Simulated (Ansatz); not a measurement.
Here is an Ansatz 0.2.0 calculation.

input.yaml

```yaml
crystal:
  lattice:
    - [3.66304048, 0.0, 0.0]
    - [0.0, 3.66304048, 0.0]
    - [0.0, 0.0, 4.56049398]
  atoms:
    - { symbol: Ta, position: [0.0, 0.5, 0.0] }
    - { symbol: Ta, position: [0.5, 0.0, 0.5] }
    - { symbol: "N", position: [0.0, 0.0, 0.25] }
    - { symbol: "N", position: [0.0, 0.0, 0.75] }
hamiltonian:
  xc: pbe
  pseudopotentials: { kind: nc, source: spms }
kpoints:
  mp_grid: { grid: [7, 7, 6] }
scf:
  occupations: { method: fermi_dirac, width: 0.05 }
output:
  forces: true
  stress: true
  eigenvalues: true
```

Potentials or basis: SPMS NC.

Run with:

```sh
$ ansatz run input.yaml --threads 2 --pin off --max-ram 5632MiB --backend cpu --events-out ev --progress --plain --runs-dir out
```

What does it give for the band gap on the k mesh?

None (metal or under the smearing width).

Estimate the pressure.

-19.8 GPa.

Stress tensor (GPa, compression positive):
```
-31.02   0.00   0.00
  0.00 -31.02   0.00
  0.00   0.00   2.53
```

The run has no spin-orbit coupling, so splittings on Ta are missing.
